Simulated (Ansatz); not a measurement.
The system is HfC.

```xyz
2
Lattice="0.0000 2.3250 2.3250 2.3250 0.0000 2.3250 2.3250 2.3250 0.0000" Properties=species:S:1:pos:R:3 pbc="T T T"
Hf    2.3250    2.3250    2.3250
C     0.0000    0.0000    0.0000
```

Program: Ansatz 0.2.0. Alike in all runs: task band structure; potentials or basis all-electron LAPW, scalar-relativistic; no spin polarisation; cell as given; k mesh 10 × 10 × 10; smearing fermi-dirac 0.05 eV; basis error allowed 0.001 eV/atom.

Problem. Order these runs on this cell by their pressure, lowest first.
A. level PBEsol; cutoff (eV) 302
B. level PBE; cutoff (eV) 303
C. level revPBE; cutoff (eV) 302

Solution. A (-6.5 GPa), B (0.3 GPa), C (3.2 GPa).
